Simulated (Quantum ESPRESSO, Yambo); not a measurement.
Planning a run of Quantum ESPRESSO 7.5 on GaN (P6_3mc). The input:

```
&control
  calculation = 'nscf'
  prefix = 'x'
  outdir = 'o'
  pseudo_dir = 'pseudo'
/
&system
  ibrav = 0
  nat = 4
  ntyp = 2
  ecutwfc = 104.0
  nbnd = 42
  force_symmorphic = .true.
/
&electrons
  conv_thr = 1e-9
  electron_maxstep = 80
  diago_full_acc = .true.
  diago_thr_init = 5e-6
/
ATOMIC_SPECIES
  Ga 69.723 Ga.upf
  N 14.007 N.upf
CELL_PARAMETERS angstrom
  3.1800000000 0.0000000000 0.0000000000
  -1.5900000000 2.7539607840 0.0000000000
  0.0000000000 0.0000000000 5.1660000000
ATOMIC_POSITIONS crystal
  Ga 0.3333333333 0.6666666667 0.0000000000
  Ga 0.6666666667 0.3333333333 0.5000000000
  N 0.3333333333 0.6666666667 0.3750000000
  N 0.6666666667 0.3333333333 0.8750000000
K_POINTS automatic
  12 12 6 0 0 0
```

The database entry behind the starting cell differs from later determinations by our own check (about 0.3 % short, ideal inner coordinate), so it need not match the best structure at ambient conditions.

```sh
OMP_NUM_THREADS=1 mpirun -n 4 pw.x -nk 4 -in pw.in > pw.out
```

Q: How long will it take on 4 MPI ranks of Arm Neoverse V2, shared host, and how much memory?

It took 19 s; on shared hardware allow 9.3 s to 37 s. Peak host memory was 0.3 GiB.

[Paths, hosts, dates, memory and timing lines, banners, echoed tables and standing remarks are left out of the program output.]

[Logs are printed without paths, hosts, clocks, repeated set-up lines and the standing remarks that a program may print on its own settings, such as how far it seeks lower states.]

[Runs of the session that timed out or met a known fault of the program may be left out.]

[Hosts, paths, dates, database ids (printed as entryN), source tags and the programs' standing remarks are cut or masked in the printed files.]
